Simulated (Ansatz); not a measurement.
The cell was built from the rocksalt type and relaxed in the same program, and has space group Fm-3m; it needn't be a known or the stable phase.

An input for RbCl: DFT, PBE, all-electron LAPW, scalar-relativistic (Ansatz 0.2.0).

Command: `ansatz run input.yaml --threads 1 --pin off --max-ram 2048MiB --backend cpu --events-out ev --progress --plain --runs-dir out` The run took 12 s on 1 thread of Arm Neoverse V1, with other jobs on the host.

```yaml
crystal:
  lattice:
    - [0.0, 3.3489618109, 3.3489618109]
    - [3.3489618109, 0.0, 3.3489618109]
    - [3.3489618109, 3.3489618109, 0.0]
  atoms:
    - { symbol: Rb, position: [0.0, 0.0, 0.0] }
    - { symbol: Cl, position: [0.5, 0.5, 0.5] }
kpoints:
  mp_grid: { grid: [10, 10, 10] }
  band_path:
    path:
      - [0.0, 0.0, 0.0]
      - [0.5, 0.0, 0.5]
      - [0.625, 0.25, 0.625]
      - [0.375, 0.375, 0.75]
      - [0.0, 0.0, 0.0]
      - [0.5, 0.5, 0.5]
      - [0.5, 0.25, 0.75]
      - [0.5, 0.0, 0.5]
    npoints: 14
scf:
  occupations: { method: fermi_dirac, width: 0.05 }
hamiltonian:
  xc: pbe
  pseudopotentials: { kind: all_electron, lapw: { basis_error: 0.001 } }
output:
  forces: true
  stress: true
  eigenvalues: true
  populations: true
  dos: { projected: true, de: 0.2, e_range: [-14, 8] }
```

Set-up and iterations as logged by Ansatz (the results part is left out, to be predicted):

```
Rb: projections on atomic orbitals take those of the free atom 1s2 2s2 2p6 3s2 3p6 3d10 4s2 4p6 5s1, of charge +0.00 (hamiltonian.pseudopotentials.projection_atoms)
Cl: projections on atomic orbitals take those of the free atom 1s2 2s2 2p6 3s2 3p5, of charge +0.00 (hamiltonian.pseudopotentials.projection_atoms)
LAPW: plane waves up to 5.699 Å⁻¹, error target 1.0e-3 eV per atom; small_component_spin mean_spin; Cl in spheres of 1.649 Å, 13 of its electrons in bands, Dirac shells []; Rb in spheres of 1.700 Å, 25 of its electrons in bands, Dirac shells []
Engine: ansatz 0.2.0
Pseudopotentials: kind: all_electron
Pseudopotential: Rb, LAPW, valence charge 25, Koelling and Harmon's equation, gaussian nucleus
Pseudopotential: Cl, LAPW, valence charge 13, Koelling and Harmon's equation, gaussian nucleus
Functional definition: PBE
  parameter kappa = 0.804
  parameter beta = 0.06672455060314922
  exchange = pbe_x(kappa = kappa, mu = beta*pi^2/3)
  correlation = pbe_c(beta = beta)
Crystal: 2 atoms, lattice volume = 75.121 Å³
Basis set: ecut = 123.74368170106496 eV, 259 PW (Γ), exchange–correlation at level 2
Bands: 23, of which v1, the nominal top of the filled ones, is band 19 counted from 1 (18 counted from 0)
Symmetry: 48 space group operations
Space group: Fm-3m (ITA 225), of the structure as read, at distance tolerance 4.2e-5 Å
k-points: 47 of 1000
Non-local potential: Rb, projectors of the file, none
Non-local potential: Cl, projectors of the file, none
Initial density: superposition of atomic densities (chi_scale 0.1, normalization cell, long waves kept (reshape's long-wave potential 0.00 eV rms))
Initial wavefunctions: plane waves of lowest kinetic energy (no species holds an atomic orbital)
Functional: x = pbe(κ = 0.804, μ = 0.2195149727645171), c = pbe(β = 0.06672455060314922)
iter 1 solved again at ethr=1.43e-3 eV; its pass at ethr=1.00e-1 eV (dr2=5.45e-1 eV) is discarded
SCF iter   1: F=—  HF=-93684.940351 eV  |F-HF|=—  |Δ(HF+E_count)|=         —  Δρ=1.66e-2  dr2=5.44e-1  ethr=1.43e-3  ⟨swp⟩=2.6  Hψ=6471  notcnv=0
iter 2 solved again at ethr=5.89e-5 eV; its pass at ethr=1.43e-3 eV (dr2=2.24e-2 eV) is discarded
SCF iter   2: F=—  HF=-93684.556674 eV  |F-HF|=—  |Δ(HF+E_count)|=   3.84e-1  Δρ=3.51e-3  dr2=2.24e-2  ethr=5.89e-5  ⟨swp⟩=2.0  Hψ=5702  notcnv=0
SCF iter   3: F=—  HF=-93684.555884 eV  |F-HF|=—  |Δ(HF+E_count)|=         —  Δρ=2.65e-3  dr2=1.37e-2  ethr=5.89e-5  ⟨swp⟩=2.1  Hψ=3625  notcnv=0
the basis was enlarged: its passes take 135.0 KiB over the memory plan, 1 of 1 planned eigensolver slots
SCF iter   4: F=—  HF=-93684.562841 eV  |F-HF|=—  |Δ(HF+E_count)|=   6.96e-3  Δρ=1.12e-3  dr2=2.44e-3  ethr=3.61e-5  ⟨swp⟩=2.2  Hψ=3556  notcnv=0
SCF iter   5: F=—  HF=-93684.564223 eV  |F-HF|=—  |Δ(HF+E_count)|=   1.38e-3  Δρ=2.41e-4  dr2=1.12e-4  ethr=6.43e-6  ⟨swp⟩=3.0  Hψ=3655  notcnv=0  defer=1
SCF iter   6: F=—  HF=-93684.564332 eV  |F-HF|=—  |Δ(HF+E_count)|=   1.09e-4  Δρ=3.28e-5  dr2=1.91e-6  ethr=2.94e-7  ⟨swp⟩=3.0  Hψ=3501  notcnv=0
SCF iter   7: F=-93684.564301 eV  HF=-93684.564301 eV  |F-HF|=2.90e-8  |Δ(HF+E_count)|=   3.10e-5  Δρ=3.47e-6  dr2=2.26e-8  ethr=5.01e-9  ⟨swp⟩=3.0  Hψ=3704  notcnv=0
```

What pressure will this run report?

0.01 GPa (positive in compression).

Is there a band gap?

4.84 eV, direct at Γ.
